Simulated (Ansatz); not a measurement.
A 14-atom cell of CdIn₂O₄ from a materials database, 14 atoms and 140 valence electrons in a cell of about 195 Å³, was run 10 times in the plane-wave code Ansatz, each time on 1 × NVIDIA H100 80GB HBM3 with 2 threads of AMD EPYC 7R13 Processor (Zen 3), on a shared host. The times are single readings and vary with the host's load.

```tsv
run	k mesh	irreducible k	cutoff (eV)	plane waves	bands	SCF iterations	wall time	peak host memory (GiB)
relaxation, PBE	4×4×4	8	420	3839	84	33	16 s	1.3
relaxation, r2SCAN	4×4×4	8	500	4957	84	29	12 s	1.4
bands, PBE	6×6×6	16	420	3839	77	6	5.6 s	1.3
single point, r2SCAN	6×6×6	16	500	4957	77	7	7.3 s	1.7
single point, HSE06	4×4×4	8	420	3839	77	16	110 s	4.1
single point, PBE+SOC	6×6×6	16	420	3839	154	9	7.1 s	1.5
field response, r2SCAN	4×4×4	13	500	4957	84	15	98 s	5.8
relaxation, PBEsol	4×4×4	8	420	3767	84	37	9.5 s	1.3
Γ phonons, PBEsol	4×4×4	24	420	3767	84	15	74 s	4.8
single point, PBE0	4×4×4	8	420	3839	77	17	99 s	4
```

The slowest run (single point, HSE06) took about 20 times as long as the quickest (bands, PBE).

Only the levels marked +SOC include spin-orbit coupling.
